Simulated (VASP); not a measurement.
The system is NiO.

```xyz
2
Lattice="0.0000 2.0913 2.0913 2.0913 0.0000 2.0913 2.0913 2.0913 0.0000" Properties=species:S:1:pos:R:3 pbc="T T T"
Ni    0.0000    0.0000    0.0000
O     2.0913    2.0913    2.0913
```

Base run:

| Property | Result |
| --- | --- |
| Program | VASP 6.6.1 |
| Functional | LDA |
| Potentials or basis | VASP PAW LDA potentials, release 64 (Ni, O) |
| Cutoff | 520 eV |
| k mesh | 8 × 8 × 8 |
| Occupations | gaussian, width 0.05 eV |
| Spin | no spin polarisation |
| Hubbard terms | Ni d U = 8 eV |

Its results: band gap on the k mesh none (metal or under the smearing width); pressure -33.2 GPa.

The run is repeated on the same cell with these changes: spin from no spin polarisation to collinear spin, random start; further incar settings from ALGO = Normal; EDIFF = 1e-07; NBANDS = 15 to ALGO = Normal; EDIFF = 1e-06. What comes out?

Band gap on the k mesh 2.75 eV, indirect (least direct gap 3.47 eV); pressure -19.8 GPa; net moment 2.00 μB per cell; site moments Ni +1.84; O +0.16 μB.

Caveats: a pressure of tens of GPa on the cell as given is suspect, and the run, the potentials or the cell itself is likely at fault (some runs); U without spin polarisation on a metal has little footing (some runs); a cell with one magnetic atom can't hold antiferromagnetic order, which such compounds often take (some runs).

A k mesh can miss the band edges.
